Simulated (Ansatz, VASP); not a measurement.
CdS in VASP and in Ansatz

```
CELL_PARAMETERS angstrom
4.11118 0.00000 0.00000
-2.05559 3.56039 0.00000
0.00000 0.00000 6.71300
ATOMIC_POSITIONS crystal
Cd 0.33333 0.66667 0.00070
Cd 0.66667 0.33333 0.50070
S 0.33333 0.66667 0.37630
S 0.66667 0.33333 0.87630
```

Alike in both runs: functional PBE; k mesh 8 × 8 × 5; occupations gaussian, width 0.05 eV; no spin polarisation.

Ansatz relaxed the structure, and its values are those at the end. VASP's run is a single point on that final structure, the one shown.

|  | VASP | Ansatz |
| --- | --- | --- |
| version | VASP 6.6.1 | Ansatz 0.2.0 |
| potentials or method | VASP PAW PBE potentials, release 64 (Cd, S) | scalar-relativistic, plane waves, PAW |
| plane-wave cutoff (eV) | 520 | 420 |
| valence electrons in the cell | 36 | 52 |

VASP gave:

| Property | Result |
| --- | --- |
| pressure (GPa) | 3.9 |

Problem. Estimate Ansatz's values.

Solution. Pressure (GPa): 3.5.

The two sets of potentials don't hold the same shells in valence. Ansatz warned: «stress_scf_threshold_loose».
